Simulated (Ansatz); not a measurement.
# Indium, bcc under RPBE: from relaxation to bulk modulus, part 1 of 2

Aim: take indium in the bcc structure, relax it, solve it on a dense k-mesh, then scale the cell to 7 volumes from 88 to 112 % of the relaxed one and try a fit of the equation of state. Spin polarisation is left out. The k-meshes are 12×12×12 for the relaxation; 19×19×19 for the dense run; 13×13×13 for the volumes.

This is In in the bcc structure; at room conditions it is tetragonal.

Method: DFT RPBE, plane waves (420 eV) with PAW, scalar-relativistic; PAW files made under PBE, frozen cores solved again for the functional, in Ansatz 0.2.0.

## Step 1: The starting structure

The structure is cubic, space group Im-3m (No. 229). The conventional cell has a = 3.739 Å, b = 3.739 Å, c = 3.739 Å, α = 90.00°, β = 90.00°, γ = 90.00°. Around In (site symmetry m-3m) lie 8 In at 3.24 Å.

As a file:

```cif
data_structure
_symmetry_space_group_name_H-M 'Im-3m'
_symmetry_Int_Tables_number 229
_cell_length_a 3.7394
_cell_length_b 3.7394
_cell_length_c 3.7394
_cell_angle_alpha 90.000
_cell_angle_beta 90.000
_cell_angle_gamma 90.000
_cell_volume 52.29
loop_
_atom_site_label
_atom_site_type_symbol
_atom_site_symmetry_multiplicity
_atom_site_Wyckoff_symbol
_atom_site_fract_x
_atom_site_fract_y
_atom_site_fract_z
_atom_site_occupancy
In1 In 2 a 0.00000 0.00000 0.00000 1
```

## Step 2: Relaxation of the cell

Input file input.yaml:

```yaml
crystal:
  lattice:
    - [-1.8696844469, 1.8696844469, 1.8696844469]
    - [1.8696844469, -1.8696844469, 1.8696844469]
    - [1.8696844469, 1.8696844469, -1.8696844469]
  atoms:
    - { symbol: In, position: [0.0, 0.0, 0.0] }
hamiltonian:
  xc: rpbe
  pseudopotentials:
    kind: paw
    azcp:
      In: "pseudopotentials/In.paw.azcp"
basis:
  ecutwfc: 420
  fft_grid_basis: typed
kpoints:
  mp_grid: { grid: [12, 12, 12], shift: [0, 0, 0] }
magnetization:
  spin_polarized: false
scf:
  occupations: { method: fermi_dirac, width: 0.1 }
relax:
  max_steps: 60
  f_tol: 0.01
  cell: {}
```

Output:

```text
Warning: RAYON_NUM_THREADS=2 ignored (pool sized by the plan → 2); use --threads N
Engine: ansatz 0.2.0, aarch64-unknown-linux-gnu
Pseudopotentials: kind: paw
Pseudopotential: In, paw, valence charge 13, recommended cutoff 420 eV (normal), <dir>
Functional definition: RPBE
  parameter kappa = 0.804
  parameter beta = 0.06672455060314922
  exchange = rpbe_x(kappa = kappa, mu = beta*pi^2/3)
  correlation = pbe_c(beta = beta)
Crystal: 1 atoms, lattice volume = 26.144 Å³
Basis set: ecut = 420 eV, 531 PW (Γ), exchange–correlation on 48×48×48 points (8 copies of the dense FFT grid, shifted against one another)
Bands: 11, of which v1, the nominal top of the filled ones, is band 7 counted from 1 (6 counted from 0)
Symmetry: 48 space group operations
Space group: Im-3m (ITA 229), of the structure as read, at distance tolerance 3.0e-5 Å
k-points: 72 of 1728
Non-local potential: In, projectors of the file, l = 0: 2, l = 1: 2, l = 2: 2, l = 3: 2
PAW form: soft (Blöchl's): semilocal exchange-correlation on the pseudo side does not see the compensation charge
PAW frozen core: In, regenerated for the run's functional, and the local potential with it (the file was generated under x = pbe(κ = 0.804, μ = 0.2195149727645171), c = pbe(β = 0.06672455060314922))
PAW one-centre angular grid: In, 590 points (default); XC on 64 Gauss nodes
Initial density: superposition of atomic densities (neutral atoms: chi_scale 0, normalization atom), corrected by the library's trained network
Initial wavefunctions: pseudopotential atomic-orbital guess
Functional: x = rpbe, c = pbe(β = 0.06672455060314922)
SCF iter   1: F=—  HF=-5606.232211 eV  |F-HF|=—  |Δ(HF+E_count)|=         —  Δρ=3.48e-3  dr2=1.57e-3  ethr=1.77e-3  ⟨swp⟩=5.1  Hψ=4632  notcnv=0
preconditioner: auto → Kerker (q_TF=auto, 2.428 Å⁻¹)  [metal: Δε(μ)=0.060 eV  Ē_g=19.948 eV  σ=0.100 eV  W_gap=0.15  n_scr=12 (ndim 8)  ℏωp=26.2 eV  f_vac=0.000  D(μ)=0.49/eV (n_scr^D=0)]
SCF iter   2: F=—  HF=-5606.231622 eV  |F-HF|=—  |Δ(HF+E_count)|=   5.88e-4  Δρ=1.46e-3  dr2=2.75e-4  ethr=1.21e-5  ⟨swp⟩=2.5  Hψ=1771  notcnv=0
SCF iter   3: F=—  HF=-5606.231655 eV  |F-HF|=—  |Δ(HF+E_count)|=   3.30e-5  Δρ=4.26e-4  dr2=2.85e-5  ethr=2.12e-6  ⟨swp⟩=2.0  Hψ=1131  notcnv=0
SCF iter   4: F=—  HF=-5606.231670 eV  |F-HF|=—  |Δ(HF+E_count)|=   1.45e-5  Δρ=8.64e-5  dr2=2.52e-6  ethr=2.19e-7  ⟨swp⟩=2.3  Hψ=1022  notcnv=0
iter 5 did not close the SCF: its close was put off for the readings that it lacked (scf_convergence_deferred on its scf_iter line)
SCF iter   5: F=-5606.231670 eV  HF=-5606.231670 eV  |F-HF|=2.61e-8  |Δ(HF+E_count)|=   1.67e-7  Δρ=1.19e-5  dr2=2.71e-8  ethr=1.94e-8  ⟨swp⟩=2.3  Hψ=1198  notcnv=0
SCF iter   6: F=-5606.231670 eV  HF=-5606.231670 eV  |F-HF|=4.77e-10  |Δ(HF+E_count)|=   2.78e-8  Δρ=2.12e-6  dr2=6.28e-10  ethr=2.08e-10  ⟨swp⟩=1.9  Hψ=2457  notcnv=0
SCF 1 converged in 6 iterations: F = -5606.231670 eV  dr2 = 6.28e-10
relax step   1: F+E_penalty+E_count = -5606.23167022 eV  Δ(F+E_penalty+E_count) = +0.000e0 eV  max|allowed force component| = 0.000e0 eV/Å  Δτ_max = 0.0000 Å  P = +4.212 GPa  Ω = 26.144 Å³  (6 SCF iters, dr2 threshold 1.00e-7 eV, accepted)
Crystal: 1 atoms, lattice volume = 28.569 Å³
Basis set: ecut = 420 eV, 555 PW (Γ), exchange–correlation on 48×48×48 points (8 copies of the dense FFT grid, shifted against one another)
Initial density: handed on by an earlier stage of this run
Initial wavefunctions: those handed on with the density
iter 1 solved again at ethr=5.23e-6 eV; its pass at ethr=3.10e-3 eV (dr2=6.80e-4 eV) is discarded
SCF iter   1: F=—  HF=-5606.265475 eV  |F-HF|=—  |Δ(HF+E_count)|=         —  Δρ=1.48e-3  dr2=8.15e-4  ethr=5.23e-6  ⟨swp⟩=2.9  Hψ=7621  notcnv=0
preconditioner: auto → Kerker (q_TF=auto, 2.393 Å⁻¹)  [metal: Δε(μ)=0.162 eV  Ē_g=19.436 eV  σ=0.100 eV  W_gap=0.35  n_scr=12 (ndim 8)  ℏωp=25.0 eV  f_vac=0.000  D(μ)=0.54/eV (n_scr^D=0)]
SCF iter   2: F=—  HF=-5606.265331 eV  |F-HF|=—  |Δ(HF+E_count)|=   1.44e-4  Δρ=1.03e-3  dr2=3.28e-4  ethr=5.23e-6  ⟨swp⟩=2.0  Hψ=1090  notcnv=0
SCF iter   3: F=—  HF=-5606.265302 eV  |F-HF|=—  |Δ(HF+E_count)|=   2.95e-5  Δρ=2.31e-4  dr2=2.00e-5  ethr=2.52e-6  ⟨swp⟩=2.0  Hψ=1139  notcnv=0
SCF iter   4: F=—  HF=-5606.265305 eV  |F-HF|=—  |Δ(HF+E_count)|=   3.16e-6  Δρ=4.88e-5  dr2=5.04e-7  ethr=1.54e-7  ⟨swp⟩=2.3  Hψ=1255  notcnv=0
SCF iter   5: F=-5606.265306 eV  HF=-5606.265306 eV  |F-HF|=2.20e-8  |Δ(HF+E_count)|=   6.14e-7  Δρ=9.71e-6  dr2=2.19e-8  ethr=7.69e-10  ⟨swp⟩=4.9  Hψ=2569  notcnv=0
SCF 2 converged in 5 iterations: F = -5606.265306 eV  dr2 = 2.19e-8
relax step   2: F+E_penalty+E_count = -5606.26530553 eV  Δ(F+E_penalty+E_count) = -3.364e-2 eV  max|allowed force component| = 0.000e0 eV/Å  Δτ_max = 0.0000 Å  P = +0.647 GPa  Ω = 28.569 Å³  energy of the carried Pulay correction = -7.494e-4 eV  (5 SCF iters, dr2 threshold 1.00e-7 eV, accepted)
Crystal: 1 atoms, lattice volume = 29.058 Å³
iter 1 solved again at ethr=1.50e-7 eV; its pass at ethr=3.10e-3 eV (dr2=1.95e-5 eV) is discarded
SCF iter   1: F=—  HF=-5606.266345 eV  |F-HF|=—  |Δ(HF+E_count)|=         —  Δρ=2.65e-4  dr2=2.58e-5  ethr=1.50e-7  ⟨swp⟩=2.9  Hψ=7134  notcnv=0
preconditioner: auto → Kerker (q_TF=auto, 2.386 Å⁻¹)  [metal: Δε(μ)=0.156 eV  Ē_g=19.315 eV  σ=0.100 eV  W_gap=0.34  n_scr=12 (ndim 8)  ℏωp=24.8 eV  f_vac=0.000  D(μ)=0.55/eV (n_scr^D=0)]
SCF iter   2: F=—  HF=-5606.266341 eV  |F-HF|=—  |Δ(HF+E_count)|=   4.44e-6  Δρ=1.86e-4  dr2=1.07e-5  ethr=1.50e-7  ⟨swp⟩=1.9  Hψ=1055  notcnv=0
SCF iter   3: F=—  HF=-5606.266340 eV  |F-HF|=—  |Δ(HF+E_count)|=   9.33e-7  Δρ=4.00e-5  dr2=6.26e-7  ethr=8.21e-8  ⟨swp⟩=1.9  Hψ=1098  notcnv=0
SCF iter   4: F=-5606.266340 eV  HF=-5606.266340 eV  |F-HF|=1.66e-8  |Δ(HF+E_count)|=   4.63e-8  Δρ=9.43e-6  dr2=2.08e-8  ethr=7.69e-10  ⟨swp⟩=4.8  Hψ=2476  notcnv=0
SCF 3 converged in 4 iterations: F = -5606.266340 eV  dr2 = 2.08e-8
relax step   3: F+E_penalty+E_count = -5606.26634013 eV  Δ(F+E_penalty+E_count) = -1.035e-3 eV  max|allowed force component| = 0.000e0 eV/Å  Δτ_max = 0.0000 Å  P = +0.132 GPa  Ω = 29.058 Å³  energy of the carried Pulay correction = -8.877e-4 eV  (4 SCF iters, dr2 threshold 1.00e-7 eV, accepted)
Crystal: 1 atoms, lattice volume = 29.186 Å³
Basis set: ecut = 420 eV, 603 PW (Γ), exchange–correlation on 48×48×48 points (8 copies of the dense FFT grid, shifted against one another)
iter 1 solved again at ethr=1.63e-8 eV; its pass at ethr=3.10e-3 eV (dr2=2.12e-6 eV) is discarded
SCF iter   1: F=—  HF=-5606.266360 eV  |F-HF|=—  |Δ(HF+E_count)|=         —  Δρ=6.98e-5  dr2=1.94e-6  ethr=1.63e-8  ⟨swp⟩=3.3  Hψ=6722  notcnv=0
preconditioner: auto → Kerker (q_TF=auto, 2.384 Å⁻¹)  [metal: Δε(μ)=0.154 eV  Ē_g=19.287 eV  σ=0.100 eV  W_gap=0.34  n_scr=12 (ndim 8)  ℏωp=24.8 eV  f_vac=0.000  D(μ)=0.55/eV (n_scr^D=0)]
SCF iter   2: F=—  HF=-5606.266359 eV  |F-HF|=—  |Δ(HF+E_count)|=   2.74e-7  Δρ=4.93e-5  dr2=8.23e-7  ethr=1.49e-8  ⟨swp⟩=1.0  Hψ=797  notcnv=0
SCF iter   3: F=-5606.266359 eV  HF=-5606.266359 eV  |F-HF|=2.40e-9  |Δ(HF+E_count)|=   5.02e-8  Δρ=1.07e-5  dr2=4.29e-8  ethr=3.33e-10  ⟨swp⟩=3.2  Hψ=3123  notcnv=0
SCF 4 converged in 3 iterations: F = -5606.266359 eV  dr2 = 4.29e-8
relax step   4: F+E_penalty+E_count = -5606.26635920 eV  Δ(F+E_penalty+E_count) = -1.906e-5 eV  max|allowed force component| = 0.000e0 eV/Å  Δτ_max = 0.0000 Å  P = +0.006 GPa  Ω = 29.186 Å³  energy of the carried Pulay correction = -9.232e-4 eV  (3 SCF iters, dr2 threshold 4.33e-8 eV, accepted)
Initial wavefunctions: pseudopotential atomic-orbital guess (no wavefunctions were taken with the density)
iter 1 solved again at ethr=2.42e-8 eV; its pass at ethr=3.10e-3 eV (dr2=3.15e-6 eV) is discarded
SCF iter   1: F=—  HF=-5606.267114 eV  |F-HF|=—  |Δ(HF+E_count)|=         —  Δρ=2.06e-4  dr2=2.51e-6  ethr=2.42e-8  ⟨swp⟩=3.4  Hψ=7023  notcnv=0
preconditioner: auto → Kerker (q_TF=auto, 2.384 Å⁻¹)  [metal: Δε(μ)=0.154 eV  Ē_g=19.285 eV  σ=0.100 eV  W_gap=0.34  n_scr=12 (ndim 8)  ℏωp=24.8 eV  f_vac=0.000  D(μ)=0.55/eV (n_scr^D=0)]
SCF iter   2: F=—  HF=-5606.267116 eV  |F-HF|=—  |Δ(HF+E_count)|=   2.27e-6  Δρ=9.75e-5  dr2=5.44e-7  ethr=1.93e-8  ⟨swp⟩=2.0  Hψ=1154  notcnv=0
SCF iter   3: F=—  HF=-5606.267118 eV  |F-HF|=—  |Δ(HF+E_count)|=   1.96e-6  Δρ=2.31e-5  dr2=7.49e-8  ethr=4.19e-9  ⟨swp⟩=2.0  Hψ=1258  notcnv=0
SCF iter   4: F=—  HF=-5606.267118 eV  |F-HF|=—  |Δ(HF+E_count)|=   2.75e-8  Δρ=2.21e-6  dr2=1.25e-9  ethr=5.76e-10  ⟨swp⟩=3.0  Hψ=1271  notcnv=0
SCF iter   5: F=—  HF=-5606.267118 eV  |F-HF|=—  |Δ(HF+E_count)|=  5.61e-10  Δρ=6.40e-7  dr2=1.06e-10  ethr=9.61e-12  ⟨swp⟩=2.6  Hψ=1232  notcnv=0
SCF iter   6: F=-5606.267118 eV  HF=-5606.267118 eV  |F-HF|=0.00e0  |Δ(HF+E_count)|=  2.91e-11  Δρ=9.93e-8  dr2=2.06e-12  ethr=1.00e-12  ⟨swp⟩=5.6  Hψ=2740  notcnv=0
SCF 5 converged in 6 iterations: F = -5606.267118 eV  dr2 = 2.06e-12
relax step   5: F+E_penalty+E_count = -5606.26711801 eV  Δ(F+E_penalty+E_count) = -7.588e-4 eV  max|allowed force component| = 0.000e0 eV/Å  Δτ_max = 0.0000 Å  P = -0.017 GPa  Ω = 29.186 Å³  stress off target by 1.71e-2 GPa  SCF on the basis re-selected at this cell (its energy is not comparable with the rows above)  (6 SCF iters)
basis re-selected at this cell: Δ(F+E_penalty+E_count) = -7.588e-4 eV, ΔP = -0.023 GPa vs the last step (what re-selecting the basis moved, of the pressure what is left beyond the Pulay correction that the steps carried, after the strain that the cell walked since its last selection, with what the two solves' SCF thresholds leave and, on support functions, any second-order correction that the steps lacked; it is no measure of the basis error at this ecutwfc). This SCF's stress stands 1.71e-2 GPa from its target on what of the cell is left free (relax.cell.stress_tol is 5.00e-2 GPa) and its largest allowed force component is 0.00e0 eV/Å (relax.f_tol is 1.00e-2 eV/Å): within both
SCF converged after 6 iterations
Free energy (F): -5606.267118 eV
Harris-Foulkes:  -5606.267118 eV  (|F-HF|=0.00e0)
Internal energy: -5606.249077 eV  (E = F + TS)
E sigma→0 (E₀):  -5606.258098 eV
Entropy (-TS):   -0.018041 eV (-18.041 meV/atom)
Fermi energy:    8.958292 eV
--- Per-component energies (eV) ---
  E_band       = -39.782539
  E_kinetic    = 240.075011
  E_local      = -1140.785128  (includes V_loc(G=0)·N_el)
  E_nonlocal   = 365.702422
  E_hartree    = 446.271737
  E_xc         = -215.959593
  E_vxc        = -98.777775  (∫ρ·V_xc dr)
  E_paw        = -4160.098443  (= ΣΔE_a)
  E_vpaw       = -298.540523  (= ΣTr[D̂ρ^β])
  E_aug_tail   = 0.000025  (compensation charges beyond the density's cutoff)
  E_ewald      = -1141.522465
  E_core_change = 0.067356  (= ΣΔE_core)
  E_smearing   = -0.018041  (= −TS)
  E_closure    = 0.000000  (closes the sum)
  Σ components = -5606.267118   (vs F -5606.267118, Δ=0.00e0)
--- Forces (eV/Å), atoms counted from 1 ---
  atom   1  In     0.00000000    -0.00000000     0.00000000
  max |Σ_I F_I| component: 3.54e-32 eV/Å
--- Stress (GPa, compression-positive) ---
       -0.017106       0.000000       0.000000
       -0.000000      -0.017106       0.000000
       -0.000000      -0.000000      -0.017106
  P = ⅓ Tr σ = -0.0171 GPa (-0.171 kbar)
--- Relaxed structure (4 steps of the walk, 4 accepted, 1 SCFs on fresh bases) ---
  F+E_penalty+E_count = -5606.26711801 eV   max|allowed force component| = 0.000e0 eV/Å   (the final SCF, on the basis selected at the relaxed cell)
  cell:  # Å, volume = 29.1858 Å³
    - [-1.9395633363000655, 1.9395633363000655, 1.9395633363000655]
    - [1.9395633363000655, -1.9395633363000655, 1.9395633363000655]
    - [1.9395633363000655, 1.9395633363000655, -1.9395633363000655]
  atoms:
    - { symbol: In, position: [0.0, 0.0, 0.0] }
```

It took 2.7 s on 2 threads of an Arm CPU, shared host; peak memory 0.3 GiB.

Step by step:

| step | energy change (meV/atom) | largest force (eV/Å) | pressure (GPa) | volume (Å³/atom) |
| --- | --- | --- | --- | --- |
| 1 | 0.00 | 0.0000 | 4.21 | 26.144 |
| 2 | -33.64 | 0.0000 | 0.65 | 28.569 |
| 3 | -34.67 | 0.0000 | 0.13 | 29.058 |
| 4 | -34.69 | 0.0000 | 0.01 | 29.186 |
| 5 | -35.45 | 0.0000 | -0.02 | 29.186 |

Steps that repeat a cell are solved on a basis chosen anew, so their changes of energy are no gain of the relaxation.

Changes in the cell that was computed:

|  | before | after | change |
| --- | --- | --- | --- |
| a (Å) | 3.238 | 3.359 | +3.7 % |
| b (Å) | 3.238 | 3.359 | +3.7 % |
| c (Å) | 3.238 | 3.359 | +3.7 % |
| volume (Å³/atom) | 26.144 | 29.186 | +11.6 % |
| shortest distance (Å) | 3.238 | 3.359 | +3.7 % |
| space group (spins left aside) | Im-3m | Im-3m | same |

## Step 3: The energy on a finer k-mesh

Input file input.yaml:

```yaml
crystal:
  lattice:
    - [-1.9395633363, 1.9395633363, 1.9395633363]
    - [1.9395633363, -1.9395633363, 1.9395633363]
    - [1.9395633363, 1.9395633363, -1.9395633363]
  atoms:
    - { symbol: In, position: [0.0, 0.0, 0.0] }
hamiltonian:
  xc: rpbe
  pseudopotentials:
    kind: paw
    azcp:
      In: "pseudopotentials/In.paw.azcp"
basis:
  ecutwfc: 420
  fft_grid_basis: typed
kpoints:
  mp_grid: { grid: [19, 19, 19], shift: [0, 0, 0] }
magnetization:
  spin_polarized: false
scf:
  occupations: { method: fermi_dirac, width: 0.1 }
output:
  write_density: true
  write_potential: true
  elf: true
  volumetric_format: npy
```

Output (excerpt; [...] marks lines left out):

```text
Warning: RAYON_NUM_THREADS=2 ignored (pool sized by the plan → 2); use --threads N
[...]
[... 3 set-up lines as earlier in the session ...]
[...]
Crystal: 1 atoms, lattice volume = 29.186 Å³
Basis set: ecut = 420 eV, 603 PW (Γ)
Bands: 11, of which v1, the nominal top of the filled ones, is band 7 counted from 1 (6 counted from 0)
[... 1 set-up line as earlier in the session ...]
Space group: Im-3m (ITA 229), of the structure as read, at distance tolerance 3.1e-5 Å
k-points: 220 of 6859
[...]
SCF iter   1: F=—  HF=-5606.270533 eV  |F-HF|=—  |Δ(HF+E_count)|=         —  Δρ=3.24e-3  dr2=1.59e-3  ethr=1.77e-3  ⟨swp⟩=5.0  Hψ=14097  notcnv=0
[...]
SCF iter   6: F=-5606.269868 eV  HF=-5606.269868 eV  |F-HF|=4.58e-10  |Δ(HF+E_count)|=   3.63e-8  Δρ=2.22e-6  dr2=7.83e-10  ethr=2.52e-10  ⟨swp⟩=1.7  Hψ=7772  notcnv=0
[...]
SCF converged after 6 iterations
Free energy (F): -5606.269868 eV
[...]
E sigma→0 (E₀):  -5606.261487 eV
Entropy (-TS):   -0.016761 eV (-16.761 meV/atom)
Fermi energy:    8.951338 eV
[...]
--- Band table (eV; the first three rows and the last of 220) ---
  k-point 0: bands = ["-5.7018", "-5.7018", "-5.7018", "-5.4948", "-5.4948", "0.1288", "18.9722", "18.9722", "18.9722", "21.5444", "21.5444"]
[...]
```

Run time: 1.9 s. Hardware: 2 threads of an Arm CPU, shared host; peak memory 0.33 GiB.

The maps below are laid out on this run's own conventional cell (a, b, c = 3.879, 3.879, 3.879 Å).

Density in a lattice plane of the grid's cell (edges 3.88 and 3.88 Å, at 0.000 of the third edge), which holds In.

Values in e/Å³, 12 rows by 12 columns:
```
 8.44  5.63  1.97  0.44  0.16  0.09  0.07  0.09  0.16  0.44  1.97  5.62
 2.86  1.97  0.79  0.27  0.13  0.08  0.07  0.08  0.13  0.27  0.78  1.97
 0.55  0.44  0.27  0.15  0.10  0.07  0.07  0.07  0.10  0.15  0.27  0.44
 0.18  0.16  0.13  0.10  0.08  0.07  0.07  0.07  0.08  0.10  0.13  0.16
 0.09  0.09  0.08  0.07  0.07  0.07  0.07  0.07  0.07  0.07  0.08  0.09
 0.07  0.07  0.07  0.07  0.07  0.07  0.07  0.07  0.07  0.07  0.07  0.07
 0.09  0.09  0.08  0.07  0.07  0.07  0.07  0.07  0.07  0.07  0.08  0.09
 0.18  0.16  0.13  0.10  0.08  0.07  0.07  0.07  0.08  0.10  0.13  0.16
 0.55  0.44  0.27  0.15  0.10  0.07  0.07  0.07  0.10  0.15  0.27  0.44
 2.86  1.97  0.78  0.27  0.13  0.08  0.07  0.08  0.13  0.27  0.79  1.97
 8.44  5.62  1.97  0.44  0.16  0.09  0.07  0.09  0.16  0.44  1.97  5.63
12.97  8.44  2.86  0.55  0.18  0.09  0.07  0.09  0.18  0.55  2.86  8.44
```
Columns run along the first of these edges and rows up along the second, over one cell in 12 and 12 even steps from the bottom left corner. Atoms in the plane (fractional): In at (0.00, 0.00).

ELF in the same plane.

Values, 12 rows by 12 columns:
```
0.01 0.06 0.24 0.27 0.26 0.22 0.17 0.22 0.26 0.27 0.24 0.06
0.18 0.24 0.28 0.25 0.27 0.21 0.17 0.21 0.27 0.25 0.28 0.24
0.28 0.27 0.25 0.28 0.25 0.20 0.17 0.20 0.25 0.28 0.25 0.27
0.26 0.26 0.27 0.25 0.22 0.19 0.17 0.19 0.22 0.25 0.27 0.26
0.22 0.22 0.21 0.20 0.19 0.17 0.17 0.17 0.19 0.20 0.21 0.22
0.17 0.17 0.17 0.17 0.17 0.17 0.17 0.17 0.17 0.17 0.17 0.17
0.22 0.22 0.21 0.20 0.19 0.17 0.17 0.17 0.19 0.20 0.21 0.22
0.26 0.26 0.27 0.25 0.22 0.19 0.17 0.19 0.22 0.25 0.27 0.26
0.28 0.27 0.25 0.28 0.25 0.20 0.17 0.20 0.25 0.28 0.25 0.27
0.18 0.24 0.28 0.25 0.27 0.21 0.17 0.21 0.27 0.25 0.28 0.24
0.01 0.06 0.24 0.27 0.26 0.22 0.17 0.22 0.26 0.27 0.24 0.06
0.00 0.01 0.18 0.28 0.26 0.22 0.17 0.22 0.26 0.28 0.18 0.01
```
Columns run along the first of these edges and rows up along the second, over one cell in 12 and 12 even steps from the bottom left corner. Atoms in the plane (fractional): In at (0.00, 0.00).

Both are smooth fields of the valence electrons: close to the nuclei they are not physical.

## Step 4: At 88 % of the relaxed volume

Input file input.yaml:

```yaml
crystal:
  lattice:
    - [-1.8586524567, 1.8586524567, 1.8586524567]
    - [1.8586524567, -1.8586524567, 1.8586524567]
    - [1.8586524567, 1.8586524567, -1.8586524567]
  atoms:
    - { symbol: In, position: [0.0, 0.0, 0.0] }
hamiltonian:
  xc: rpbe
  pseudopotentials:
    kind: paw
    azcp:
      In: "pseudopotentials/In.paw.azcp"
basis:
  ecutwfc: 420
  fft_grid_basis: typed
kpoints:
  mp_grid: { grid: [13, 13, 13], shift: [0, 0, 0] }
magnetization:
  spin_polarized: false
scf:
  occupations: { method: fermi_dirac, width: 0.1 }
  lower_state_search: "off"
output:
  stress: true
```

Output (excerpt; [...] marks lines left out):

```text
Warning: RAYON_NUM_THREADS=2 ignored (pool sized by the plan → 2); use --threads N
[...]
[... 3 set-up lines as earlier in the session ...]
[...]
Crystal: 1 atoms, lattice volume = 25.684 Å³
Basis set: ecut = 420 eV, 531 PW (Γ)
Bands: 11, of which v1, the nominal top of the filled ones, is band 7 counted from 1 (6 counted from 0)
[... 2 set-up lines as earlier in the session ...]
k-points: 84 of 2197
[...]
SCF iter   1: F=—  HF=-5606.224041 eV  |F-HF|=—  |Δ(HF+E_count)|=         —  Δρ=3.59e-3  dr2=1.63e-3  ethr=1.77e-3  ⟨swp⟩=5.0  Hψ=5418  notcnv=0
[...]
SCF iter   6: F=-5606.223519 eV  HF=-5606.223519 eV  |F-HF|=3.96e-10  |Δ(HF+E_count)|=   2.87e-8  Δρ=2.13e-6  dr2=6.25e-10  ethr=1.82e-10  ⟨swp⟩=1.8  Hψ=2854  notcnv=0
[...]
SCF converged after 6 iterations
Free energy (F): -5606.223519 eV
[...]
E sigma→0 (E₀):  -5606.216204 eV
Entropy (-TS):   -0.014629 eV (-14.629 meV/atom)
Fermi energy:    10.675759 eV
[...]
--- Stress (GPa, compression-positive) ---
        5.027210      -0.000000       0.000000
       -0.000000       5.027210       0.000000
       -0.000000       0.000000       5.027210
  P = ⅓ Tr σ = 5.0272 GPa (50.272 kbar)
```

Wall time 0.76 s (2 threads of an Arm CPU, shared host); peak memory 0.28 GiB.

## Step 5: At 92 % of the relaxed volume

Changes to input.yaml since step 4:

```diff
@@ -2,5 +2,5 @@
   lattice:
-    - [-1.8586524567, 1.8586524567, 1.8586524567]
-    - [1.8586524567, -1.8586524567, 1.8586524567]
-    - [1.8586524567, 1.8586524567, -1.8586524567]
+    - [-1.8863976286, 1.8863976286, 1.8863976286]
+    - [1.8863976286, -1.8863976286, 1.8863976286]
+    - [1.8863976286, 1.8863976286, -1.8863976286]
   atoms:
@@ -25 +25,5 @@
   stress: true
+  write_density: true
+  write_potential: true
+  elf: true
+  volumetric_format: npy
```

Output (excerpt; [...] marks lines left out):

```text
Warning: RAYON_NUM_THREADS=2 ignored (pool sized by the plan → 2); use --threads N
[...]
[... 3 set-up lines as earlier in the session ...]
[...]
Crystal: 1 atoms, lattice volume = 26.851 Å³
Basis set: ecut = 420 eV, 531 PW (Γ)
Bands: 11, of which v1, the nominal top of the filled ones, is band 7 counted from 1 (6 counted from 0)
[... 2 set-up lines as earlier in the session ...]
k-points: 84 of 2197
[...]
SCF iter   1: F=—  HF=-5606.252453 eV  |F-HF|=—  |Δ(HF+E_count)|=         —  Δρ=3.51e-3  dr2=1.63e-3  ethr=1.77e-3  ⟨swp⟩=5.0  Hψ=5395  notcnv=0
[...]
SCF iter   6: F=-5606.251928 eV  HF=-5606.251928 eV  |F-HF|=5.84e-10  |Δ(HF+E_count)|=   3.62e-8  Δρ=2.27e-6  dr2=8.09e-10  ethr=1.78e-10  ⟨swp⟩=5.7  Hψ=4827  notcnv=0
[...]
SCF converged after 6 iterations
Free energy (F): -5606.251928 eV
[...]
E sigma→0 (E₀):  -5606.244191 eV
Entropy (-TS):   -0.015473 eV (-15.473 meV/atom)
Fermi energy:    10.041679 eV
[...]
--- Stress (GPa, compression-positive) ---
        2.863437       0.000000      -0.000000
       -0.000000       2.863437       0.000000
       -0.000000      -0.000000       2.863437
  P = ⅓ Tr σ = 2.8634 GPa (28.634 kbar)
--- Band table (eV; the first three rows and the last of 84) ---
  k-point 0: bands = ["-4.6822", "-4.6822", "-4.6822", "-4.4245", "-4.4245", "0.6828", "20.9397", "20.9397", "20.9397", "22.9044", "22.9044"]
[...]
```

It took 1.1 s on 2 threads of an Arm CPU, shared host; peak memory 0.29 GiB.

(Continued in part 2 of 2.)
